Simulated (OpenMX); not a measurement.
Crystal: MoP.

```
Mo P
1.0
     3.22300    0.00000    0.00000
    -1.61150    2.79120    0.00000
     0.00000    0.00000    3.19100
Mo P
1 1
Direct
  0.00000 0.00000 0.00000
  0.33333 0.66667 0.50000
```

Base run:

* Program: OpenMX 3.8.5
* Functional: LDA
* Potentials or basis: OpenMX 2013 LDA set, Mo7.0-s3p2d2, P7.0-s2p2d1f1, grid cutoff 400 Ry
* k mesh: 11 × 11 × 9
* Occupations: fermi-dirac, width 0.05 eV
* Spin: no spin polarisation

Its results: pressure -4.3 GPa; largest force 0.005 eV/Å.

Q: The run is repeated on the same cell with these changes: functional from LDA to PBE; potentials or basis from OpenMX 2013 LDA set, Mo7.0-s3p2d2, P7.0-s2p2d1f1, grid cutoff 400 Ry to OpenMX 2013 PBE set, Mo7.0-s3p2d2, P7.0-s2p2d1f1, grid cutoff 400 Ry. What comes out?

A: Pressure 5.8 GPa; largest force 0.007 eV/Å.

Caveats: the basis of atomic orbitals isn't converged, which shifts pressures, moduli and gaps.
